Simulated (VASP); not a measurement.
## Sb under changes of volume

One of the cells (32.186 Å³/atom); the others are scaled copies at fixed shape and fractional positions:

```xyz
1
Lattice="3.1809 0.0000 0.0000 0.0000 3.1809 0.0000 0.0000 0.0000 3.1809" Properties=species:S:1:pos:R:3 pbc="T T T"
Sb    0.0000    0.0000    0.0000
```

This isn't the form of Sb at room conditions, which is rhombohedral.

- Program: VASP 6.6.1
- Functional: PBE
- Potentials or basis: VASP PAW PBE potentials, release 64 (Sb)
- Cutoff: 520 eV
- k mesh: 8 × 8 × 8
- Occupations: fermi-dirac, width 0.05 eV
- Spin: no spin polarisation

```tsv
volume (Å³/atom)	energy over the lowest point (meV/atom)	pressure (GPa)
29.661	?	?
30.292	0.00	-0.2
30.923	2.99	-1.3
32.186	20.96	-3.2
32.817	35.04	-3.9
33.448	52.01	-4.6
```

What does the run at 29.661 Å³/atom give?

Energy over the lowest point 1.71 meV/atom; pressure 1.1 GPa.

Worked out: A Birch-Murnaghan fit of order 3 (a polynomial in V^(-2/3)) to the other rows has its minimum at 30.19 Å³/atom, just outside them, with B0 = V·E''(V) = 58 GPa and B' = 4.7. It gives 1.69 meV/atom at 29.661 Å³/atom, against the run's 1.71, and -dE/dV = 1.1 GPa, against 1.1.

Energies are extrapolated to zero smearing.
